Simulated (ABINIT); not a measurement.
# KCl (Sylvite): G0W0 with ABINIT, start to end, part 2 of 3

Aim: the G0W0 gap of KCl (Sylvite) on PBE, step by step.

ABINIT 10.8.3; PBE and many-body steps on it, plane waves. Known limits of the many-body steps: not at the basis limit.

So far. Step 2 (Ground state): The gap is direct, at Γ.

### 3. Bands along the symmetry lines

Level of this step: DFT, PBE, plane waves, norm-conserving pseudopotentials (ABINIT).

The cheap functional maps the bands first; the places of the edges decide which points the dearer methods must see.

run.abi

```
acell 3*1.0 Angstrom
rprim 
  -0.000000000000 3.146470000000 3.146470000000
  3.146470000000 0.000000000000 3.146470000000
  3.146470000000 3.146470000000 -0.000000000000
ntypat 2
znucl 19 17
natom 2
typat 1 2
xred 
  0.000000000000 0.000000000000 0.000000000000
  0.500000000000 0.500000000000 0.500000000000
pp_dirpath "pseudos"
pseudos "K.upf, Cl.upf"
ecut 33
iscf -2
irdden 1
kptopt 0
nkpt 50
kpt 
  0.00000000 0.00000000 0.00000000
  0.06250000 0.00000000 0.06250000
  0.12500000 0.00000000 0.12500000
  0.18750000 0.00000000 0.18750000
  0.25000000 0.00000000 0.25000000
  0.31250000 0.00000000 0.31250000
  0.37500000 0.00000000 0.37500000
  0.43750000 0.00000000 0.43750000
  0.50000000 0.00000000 0.50000000
  0.51562500 0.03125000 0.51562500
  0.53125000 0.06250000 0.53125000
  0.54687500 0.09375000 0.54687500
  0.56250000 0.12500000 0.56250000
  0.57812500 0.15625000 0.57812500
  0.59375000 0.18750000 0.59375000
  0.60937500 0.21875000 0.60937500
  0.62500000 0.25000000 0.62500000
  0.37500000 0.37500000 0.75000000
  0.32812500 0.32812500 0.65625000
  0.28125000 0.28125000 0.56250000
  0.23437500 0.23437500 0.46875000
  0.18750000 0.18750000 0.37500000
  0.14062500 0.14062500 0.28125000
  0.09375000 0.09375000 0.18750000
  0.04687500 0.04687500 0.09375000
  0.00000000 0.00000000 0.00000000
  0.06250000 0.06250000 0.06250000
  0.12500000 0.12500000 0.12500000
  0.18750000 0.18750000 0.18750000
  0.25000000 0.25000000 0.25000000
  0.31250000 0.31250000 0.31250000
  0.37500000 0.37500000 0.37500000
  0.43750000 0.43750000 0.43750000
  0.50000000 0.50000000 0.50000000
  0.50000000 0.46875000 0.53125000
  0.50000000 0.43750000 0.56250000
  0.50000000 0.40625000 0.59375000
  0.50000000 0.37500000 0.62500000
  0.50000000 0.34375000 0.65625000
  0.50000000 0.31250000 0.68750000
  0.50000000 0.28125000 0.71875000
  0.50000000 0.25000000 0.75000000
  0.50000000 0.21875000 0.71875000
  0.50000000 0.18750000 0.68750000
  0.50000000 0.15625000 0.65625000
  0.50000000 0.12500000 0.62500000
  0.50000000 0.09375000 0.59375000
  0.50000000 0.06250000 0.56250000
  0.50000000 0.03125000 0.53125000
  0.50000000 0.00000000 0.50000000
istwfk *1
nband 15
nbdbuf 2
tolwfr 1e-08
nstep 40
prtwf 0
prtvol 0
indata_prefix "in"
outdata_prefix "out"
tmpdata_prefix "tmp"
```

Launch:

```bash
> OMP_NUM_THREADS=1 mpirun -n 4 abinit run.abi > log
```

Numbers of over 12 decimals in the logs are rounded to 6 here.

The program printed:

```text
.Version 10.8.3 of ABINIT. v10.8.2 released Aug 2026.

 Symmetries : space group Fm -3 m (#225); Bravais cF (face-center cubic)
[... echo of the input left out ...]
== DATASET  1 ==================================================================
-   mpi_nproc: 4, omp_nthreads: 1 (-1 if OMP is not activated)

--- !DatasetInfo
iteration_state: {dtset: 1, }
dimensions: {natom: 2, nkpt: 50, mband: 15, nsppol: 1, nspinor: 1, nspden: 1, mpw: 3840, }
cutoff_energies: {ecut:  33.0, pawecutdg:  -1.0, }
electrons: {nelect:   1.60000000E+01, charge:   0.00000000E+00, occopt:   1.00000000E+00, tsmear:   1.00000000E-02, }

 Real(R)+Recip(G) space primitive vectors, cartesian coordinates (Bohr,Bohr^-1):
 R(1)=  0.0000000  5.9459666  5.9459666  G(1)= -0.0840906  0.0840906  0.0840906
 R(2)=  5.9459666  0.0000000  5.9459666  G(2)=  0.0840906 -0.0840906  0.0840906
 R(3)=  5.9459666  5.9459666  0.0000000  G(3)=  0.0840906  0.0840906 -0.0840906
 Unit cell volume ucvol=  4.2043357E+02 bohr^3
 Angles (23,13,12)=  6.00000000E+01  6.00000000E+01  6.00000000E+01 degrees

 getcut: wavevector=  0.0000  0.0000  0.0000  ngfft=  45  45  45
         ecut(hartree)=     33.000   => boxcut(ratio)=   2.02345

--- Pseudopotential description ------------------------------------------------
- K Generated using ONCVPSP code by D. R. Hamann
- 19.00000   9.00000  171031                  znucl, zion, pspdat
12 -101130 2 -1 2222                          pspcod,pspxc,lmax,lloc,mmax
     nproj     2     2     2
  pspatm : epsatm=    8.42413758
         --- l  ekb(1:nproj) -->
             0   10.871123    0.806704
             1    4.379001    0.553647
             2   -3.405842   -1.029115
 pspatm: atomic psp has been read  and splines computed

- Cl Generated using ONCVPSP code by D. R. Hamann
- 17.00000   7.00000  171031                  znucl, zion, pspdat
12 -101130 2 -1 1028                          pspcod,pspxc,lmax,lloc,mmax
     nproj     2     2     2
  pspatm : epsatm=    9.12776517
         --- l  ekb(1:nproj) -->
[...]
pspatm: atomic psp has been read  and splines computed

--------------------------------------------------------------------------------

================================================================================
 prteigrs : about to open file out_EIG
 Non-SCF case, kpt    1 (  0.00000  0.00000  0.00000), residuals and eigenvalues=
  2.09E-09  4.81E-09  2.24E-09  3.41E-09  5.60E-09  2.96E-09  2.53E-09  6.06E-09
  8.74E-09  4.40E-09  6.33E-09  6.17E-09  4.18E-09  5.06E-09  2.12E-08
 -1.0079E+00 -4.5382E-01 -4.0010E-01 -4.0010E-01 -4.0010E-01 -8.5044E-03
 -8.5044E-03 -8.5044E-03  1.8221E-01  2.9896E-01  2.9896E-01  2.9896E-01
[...]
Non-SCF case, kpt    2 (  0.06250  0.00000  0.06250), residuals and eigenvalues=
  9.47E-09  3.07E-09  2.00E-09  7.17E-09  8.18E-09  3.97E-09  3.18E-09  9.72E-09
[...]
4.28E-09  5.02E-09  4.74E-09  9.96E-09  6.18E-09  4.12E-09  2.61E-09  9.52E-09
  8.70E-09  6.07E-09  5.35E-09  6.95E-09  8.24E-09  6.21E-09  2.42E-06
[...]
Non-SCF case, kpt   49 (  0.50000  0.03125  0.53125), residuals and eigenvalues=
[...]
Non-SCF case, kpt   50 (  0.50000  0.00000  0.50000), residuals and eigenvalues=
[...]
-1.0074E+00 -4.5018E-01 -4.0531E-01 -4.0214E-01 -4.0214E-01 -3.2597E-02
 -1.6693E-02 -1.6693E-02  2.3146E-01  2.9798E-01  3.6150E-01  3.6578E-01
[...]
--- !ResultsGS
iteration_state: {dtset: 1, }
comment   : Summary of ground state results
lattice_vectors:
- [ -0.0000000,   5.9459666,   5.9459666, ]
- [  5.9459666,   0.0000000,   5.9459666, ]
- [  5.9459666,   5.9459666,  -0.0000000, ]
lattice_lengths: [   8.40887,    8.40887,    8.40887, ]
lattice_angles: [ 60.000,  60.000,  60.000, ] # degrees, (23, 13, 12)
lattice_volume:   4.2043357E+02
convergence: {deltae:  0.000E+00, res2:  0.000E+00, residm:  9.991E-09, diffor:  0.000E+00, }
etotal    :  -4.65983682E+01
entropy   :   0.00000000E+00
fermie    :  -8.50435789E-03
cartesian_stress_tensor: null
pressure_GPa: null
xred      :
- [  0.0000E+00,   0.0000E+00,   0.0000E+00,  K]
- [  5.0000E-01,   5.0000E-01,   5.0000E-01, Cl]
cartesian_forces: null
force_length_stats: {min: null, max: null, mean: null, }

 Integrated electronic density in atomic spheres:
 ------------------------------------------------
 Atom  Sphere_radius  Integrated_density
[...]
================================================================================

 ----iterations are completed or convergence reached----

 Mean square residual over all n,k,spin=   59.207E-10; max=  99.909E-10
 reduced coordinates (array xred) for    2 atoms
       0.000000000000      0.000000000000      0.000000000000
       0.500000000000      0.500000000000      0.500000000000

 cartesian coordinates (angstrom) at end:
    1      0.000000     0.000000     0.000000
    2      3.146470     3.146470     3.146470
 length scales=  1.889726125908  1.889726125908  1.889726125908 bohr
              =  1.000000000000  1.000000000000  1.000000000000 angstroms
 prteigrs : about to open file out_EIG
 Eigenvalues (hartree) for nkpt=  50  k points:
 kpt#   1, nband= 15, wtk=  1.00000, kpt=  0.0000  0.0000  0.0000 (reduced coord)
[...]
kpt#   2, nband= 15, wtk=  1.00000, kpt=  0.0625  0.0000  0.0625 (reduced coord)
[...]
kpt#   3, nband= 15, wtk=  1.00000, kpt=  0.1250  0.0000  0.1250 (reduced coord)
[...]
kpt#  49, nband= 15, wtk=  1.00000, kpt=  0.5000  0.0313  0.5313 (reduced coord)
  -1.00742   -0.45033   -0.40528   -0.40217   -0.40193   -0.03248   -0.01708   -0.01690
   0.23245    0.29919    0.35943    0.36660    0.37969    0.41827    0.41945
 kpt#  50, nband= 15, wtk=  1.00000, kpt=  0.5000  0.0000  0.5000 (reduced coord)
  -1.00742   -0.45018   -0.40531   -0.40214   -0.40214   -0.03260   -0.01669   -0.01669
   0.23146    0.29798    0.36150    0.36578    0.38035    0.41824    0.41824

== END DATASET(S) ==============================================================
================================================================================

 -outvars: echo values of variables after computation  --------
            nband          15
             nkpt          50
          spgroup         225
 [... the other variables as echoed above ...]

 Calculation completed.
```

The job ended after 13 s (4 MPI ranks of Intel Xeon 6975P-C (Granite Rapids), shared host; peak memory 0.33 GiB).

This step gave:

```
gap                        : 5.189 eV
k of the valence top       : 0, 0, 0
k of the conduction bottom : 0, 0, 0
least direct gap           : 5.189 eV
```

The gap is 5.189 eV, as in the run before at this level.

The electronic bands at the labelled points (eV, zero at the top of the highest filled band; v1 is the highest filled band, c1 the lowest empty one):

```csv
point,v4,v3,v2,v1,c1,c2,c3,c4
Γ,-10.66,0.00,0.00,0.00,5.19,8.37,8.37,8.37
halfway,-10.58,-0.63,-0.13,-0.13,6.64,7.24,9.66,9.84
X,-10.71,-0.66,-0.22,-0.22,6.53,8.34,10.07,10.18
halfway,-10.68,-0.63,-0.32,-0.24,6.74,8.60,9.70,10.36
U,-10.60,-0.56,-0.55,-0.29,7.27,9.07,9.30,10.07
jump to K,-10.60,-0.56,-0.55,-0.29,7.27,9.07,9.30,10.07
halfway,-10.51,-0.69,-0.24,-0.20,6.89,7.97,9.19,9.85
Γ,-10.66,0.00,0.00,0.00,5.19,8.37,8.37,8.37
halfway,-10.53,-0.59,-0.17,-0.17,6.45,8.16,9.11,9.11
L,-10.42,-1.05,-0.32,-0.32,7.58,8.60,10.50,10.50
halfway,-10.51,-0.84,-0.40,-0.33,7.84,8.34,10.04,10.14
W,-10.57,-0.49,-0.47,-0.47,8.03,8.03,9.44,9.85
halfway,-10.64,-0.61,-0.36,-0.30,6.95,8.80,9.34,10.32
X,-10.71,-0.66,-0.22,-0.22,6.53,8.34,10.07,10.18
```

The electronic bands as a text plot (rows in eV, shown from -8.0 to 9.2 only):

```
    8.9 |+ ++          +++++    +++++ ++ ++++   +++++       +++
    8.1 |++++      ++++     ++++++++++++++++++++     +++++++   ++
    7.4 |    ++++++      +++  ++               +++++++     ++
    6.7 |     +++++++++++       +           +++              ++++
    6.0 |  +++                   ++++      +
    5.3 |++                          ++++++
    4.6 |
    3.8 |
    3.1 |
    2.4 |
    1.7 |
    1.0 |
    0.3 |*****                     ********
   -0.5 |  **************************    ************************
   -1.2 |                                      ********
   -1.9 |
   -2.6 |
   -3.3 |
   -4.1 |
   -4.8 |
   -5.5 |
   -6.2 |
   -6.9 |
   -7.6 |
         Γ           X  U|K            Γ         L        W     X
```

### 4. Empty states on the mesh, 4×4×4 mesh, 260 bands

The sums over transitions need many empty states on a uniform mesh; this step solves for them.

run.abi

```
acell 3*1.0 Angstrom
rprim 
  -0.000000000000 3.146470000000 3.146470000000
  3.146470000000 0.000000000000 3.146470000000
  3.146470000000 3.146470000000 -0.000000000000
ntypat 2
znucl 19 17
natom 2
typat 1 2
xred 
  0.000000000000 0.000000000000 0.000000000000
  0.500000000000 0.500000000000 0.500000000000
pp_dirpath "pseudos"
pseudos "K.upf, Cl.upf"
ecut 33
ngkpt 4 4 4
nshiftk 1
shiftk 0 0 0
kptopt 1
chksymbreak 0
irdden 1
istwfk *1
nband 260
prtvol 0
optdriver 6
gwr_task "HDIAGO"
paral_kgb 0
occopt 1
indata_prefix "in"
outdata_prefix "out"
tmpdata_prefix "tmp"
```

The program printed:

```text
[banner, memory and clock lines left out]
.Version 10.8.3 of ABINIT. v10.8.2 released Aug 2026.

 Symmetries : space group Fm -3 m (#225); Bravais cF (face-center cubic)
[... echo of the input left out ...]
== DATASET  1 ==================================================================
-   mpi_nproc: 4, omp_nthreads: 1 (-1 if OMP is not activated)

--- !DatasetInfo
iteration_state: {dtset: 1, }
dimensions: {natom: 2, nkpt: 8, mband: 260, nsppol: 1, nspinor: 1, nspden: 1, mpw: 3839, }
cutoff_energies: {ecut:  33.0, pawecutdg:  -1.0, }
electrons: {nelect:   1.60000000E+01, charge:   0.00000000E+00, occopt:   1.00000000E+00, tsmear:   1.00000000E-02, }

.Using double precision arithmetic; gwpc =  8

- Reading GS density from: in_DEN

--- Pseudopotential description ------------------------------------------------
- K Generated using ONCVPSP code by D. R. Hamann
- 19.00000   9.00000  171031                  znucl, zion, pspdat
12 -101130 2 -1 2222                          pspcod,pspxc,lmax,lloc,mmax
     nproj     2     2     2
  pspatm : epsatm=    8.42413758
         --- l  ekb(1:nproj) -->
             0   10.871123    0.806704
             1    4.379001    0.553647
             2   -3.405842   -1.029115
 pspatm: atomic psp has been read  and splines computed

- Cl Generated using ONCVPSP code by D. R. Hamann
- 17.00000   7.00000  171031                  znucl, zion, pspdat
12 -101130 2 -1 1028                          pspcod,pspxc,lmax,lloc,mmax
     nproj     2     2     2
  pspatm : epsatm=    9.12776517
         --- l  ekb(1:nproj) -->
             0    8.139296    0.698720
             1    3.821713    1.107519
             2   -2.938609   -0.805455
 pspatm: atomic psp has been read  and splines computed

   2.80830444E+02                                ecore*ucvol(ha*bohr**3)

 Total charge density [el/Bohr^3]
)     Maximum=    5.5720E-01  at reduced coord.    0.0667    0.9111    0.9556
)     Minimum=    8.3501E-04  at reduced coord.    0.2444    0.2444    0.2444
   Integrated=    1.6000E+01

 === KS gaps after direct diagonalization ===
 Direct band gap semiconductor
 Fundamental gap:     5.190 (eV)
   VBM:    -0.231 (eV) at k: [ 0.0000E+00,  0.0000E+00,  0.0000E+00]
   CBM:     4.958 (eV) at k: [ 0.0000E+00,  0.0000E+00,  0.0000E+00]
 Direct gap:         5.190 (eV) at k: [ 0.0000E+00,  0.0000E+00,  0.0000E+00]

== END DATASET(S) ==============================================================

 -outvars: echo values of variables after computation  --------
           etotal      0.0000000000E+00
            nband         260
             nkpt           8
          spgroup         225
 [... the other variables as echoed above ...]

 Calculation completed.
```

Wall time 45 s (4 MPI ranks); peak memory 3.4 GiB; 3 min of CPU time.

This step gave:

```
gap                                                           : 5.190 eV
k of the valence top                                          : 0, 0, 0
k of the conduction bottom                                    : 0, 0, 0
least direct gap                                              : 5.190 eV
k points computed                                             : 8
lowest point of the top converged band, above the valence top : 133.3654 eV
```

On this mesh the gap is 5.190 eV.

### 5. Screening, 4×4×4 mesh, 252 bands, screening to 209.5 eV

The RPA dielectric matrix is built and inverted for each q.

This step: RPA screening on PBE, plane waves, norm-conserving pseudopotentials.

Changes to run.abi since step 4:

```diff
@@ -20,10 +20,11 @@
 chksymbreak 0
-irdden 1
 istwfk *1
-nband 260
-prtvol 0
-optdriver 6
-gwr_task "HDIAGO"
-paral_kgb 0
 occopt 1
+irdwfk 1
+optdriver 3
+nband 252
+ecuteps 7.7
+inclvkb 2
+awtr 1
+symchi 1
 indata_prefix "in"
```

The program printed:

```text
.Version 10.8.3 of ABINIT. v10.8.2 released Aug 2026.

 Symmetries : space group Fm -3 m (#225); Bravais cF (face-center cubic)
[... echo of the input left out ...]
== DATASET  1 ==================================================================
-   mpi_nproc: 4, omp_nthreads: 1 (-1 if OMP is not activated)

--- !DatasetInfo
iteration_state: {dtset: 1, }
dimensions: {natom: 2, nkpt: 8, mband: 252, nsppol: 1, nspinor: 1, nspden: 1, mpw: 3839, }
cutoff_energies: {ecut:  33.0, pawecutdg:  -1.0, }
electrons: {nelect:   1.60000000E+01, charge:   0.00000000E+00, occopt:   1.00000000E+00, tsmear:   1.00000000E-02, }

 SCREENING: Calculation of the susceptibility and dielectric matrices

 Based on a program developped by R.W. Godby, V. Olevano, G. Onida, and L. Reining.
 Incorporated in ABINIT by V. Olevano, G.-M. Rignanese, and M. Torrent.
.Using double precision arithmetic ; gwpc =  8

[... cell and pseudopotentials left out ...]
--------------------------------------------------------------------------------

 ==== K-mesh for the wavefunctions ====
 Number of points in the irreducible wedge :     8
[... list of points left out ...]
 Together with 48 symmetry operations and time-reversal symmetry
 yields    64 points in the full Brillouin Zone.

 ==== Q-mesh for the screening function ====
 Number of points in the irreducible wedge :     8
[... list of points left out ...]
 Together with 48 symmetry operations and time-reversal symmetry
 yields    64 points in the full Brillouin Zone.

 setmesh: FFT mesh size selected  =    32x   32x   32
          total number of points  =        32768

 vcoul_init : cutoff-mode = AUXILIARY_FUNCTION
 q-points for optical limit:   1
     1)      0.000010    0.000020    0.000030

- screening: taking advantage of time-reversal symmetry
- Maximum band index for partially occupied states nbvw = 8
- Remaining bands to be divided among processors   nbcw = 244
- Number of bands treated by each node ~61

 Number of electrons calculated from density =   16.0000; Expected =   16.0000
 average of density, n =  0.038056
 r_s =    1.8443
 omega_plasma =   18.8177 [eV]

 calculating chi0 at frequencies [eV] :
  1    0.000000E+00    0.000000E+00
  2    0.000000E+00    1.881772E+01

--------------------------------------------------------------------------------
  q-point number  1        q = ( 0.000000, 0.000000, 0.000000) [r.l.u.]
--------------------------------------------------------------------------------
[... chi0 elements left out ...]
 For q-point:  0.000010 0.000020 0.000030
  dielectric constant =   2.1775
  dielectric constant without local fields =   2.5856

  Average fulfillment of the sum rule on Im[epsilon] for q-point    1 :     83.06  [%]
[... wings left out ...]
  q-point number  2        q = ( 0.250000, 0.000000, 0.000000) [r.l.u.]
--------------------------------------------------------------------------------
[... chi0 elements left out ...]
  Average fulfillment of the sum rule on Im[epsilon] for q-point    2 :     85.51  [%]

 [... 6 further q-points ...]
```

Run time: 45 s. Hardware: 4 MPI ranks; peak memory 1.7 GiB.

This step gave:

```
ε∞ with local fields, on this mesh, along the program's q direction : 2.178
the same without local fields                                       : 2.586
plasma frequency                                                    : 18.82 eV
plane waves in the screening matrix                                 : 411
```

Local fields lower ε∞ by 16 %.

(Part 2 of 3 ends here.)

[Paths, hosts, dates, memory and timing lines, banners, echoed tables and standing remarks are left out of the program output.]

[Logs are printed without paths, hosts, clocks, repeated set-up lines and the standing remarks that a program may print on its own settings, such as how far it seeks lower states.]

[Runs of the session that timed out or met a known fault of the program may be left out.]

[Hosts, paths, dates, database ids (printed as entryN), source tags and the programs' standing remarks are cut or masked in the printed files.]

[G0W0 gaps are taken among the corrected bands and points alone; a level outside them can change the order at an edge.]

[Where Ansatz stands beside ABINIT at settings called matched, ABINIT's density can come from a denser mesh and the files from another edition; pairs whose starting gaps differed by over 0.03 eV were left out, so agreement reads better than it is.]
